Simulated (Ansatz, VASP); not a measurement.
**One calculation of ScHO2, two programs**

INCAR

```
  ALGO = Normal
  EDIFF = 1E-6
  ENCUT = 520
  GGA = PS
  ISIF = 2
  ISMEAR = 0
  LASPH = True
  LCHARG = True
  LELF = True
  LREAL = False
  LVHAR = True
  LWAVE = False
  NBANDS = 20
  NELM = 100
  PREC = Accurate
  SIGMA = 0.01
```

KPOINTS

```
k-points
0
Gamma
  6 6 6
```

File POSCAR:

```
ScHO2
1.0
    1.6165900000      0.9333400000      4.5309200000
   -1.6165900000      0.9333400000      4.5309200000
    0.0000000000     -1.8666800000      4.5309200000
Sc H O
1 1 2
Direct
    0.0000000000      0.0000000000      0.0000000000
    0.5000000000      0.5000000000      0.5000000000
    0.5897000000      0.5897000000      0.5897000000
    0.4103000000      0.4103000000      0.4103000000
```

Input for Ansatz:

```yaml
crystal:
  lattice:
    - [1.61659, 0.93334, 4.53092]
    - [-1.61659, 0.93334, 4.53092]
    - [0.0, -1.86668, 4.53092]
  atoms:
    - { symbol: Sc, position: [0.0, 0.0, 0.0] }
    - { symbol: H, position: [0.5, 0.5, 0.5] }
    - { symbol: O, position: [0.5897, 0.5897, 0.5897] }
    - { symbol: O, position: [0.4103, 0.4103, 0.4103] }
basis:
  ecutwfc: 450.0
kpoints:
  mp_grid:
    grid: [6, 6, 6]
hamiltonian:
  xc: pbesol
scf:
  max_iter: 95
  occupations:
    method: fixed
output:
  stress: true
```

The cell comes from a database or a generator and needn't be the stable form of this composition.

Alike in both runs: task single point; functional PBEsol; k mesh 6 × 6 × 6; no spin polarisation.

|  | VASP | Ansatz |
| --- | --- | --- |
| version | VASP 6.6.1 | Ansatz 0.2.0 |
| potentials or method | VASP PAW PBE potentials, release 64 (Sc_sv, H, O) | plane waves, PAW |
| plane-wave cutoff (eV) | 520 | 450 |
| occupations | gaussian, width 0.01 eV | fixed |
| valence electrons in the cell | 24 | 24 |

|  | VASP | Ansatz | Ansatz less VASP |
| --- | --- | --- | --- |
| pressure (GPa) | -4.7 | -5.4 | -0.68 |
| largest component of the traceless stress (GPa) | 0.07 | 0.02 | -0.045 |

Caveats: the PAW data sets were made with another functional, which shifts forces and pressure a little (VASP). A k mesh can miss the band edges.
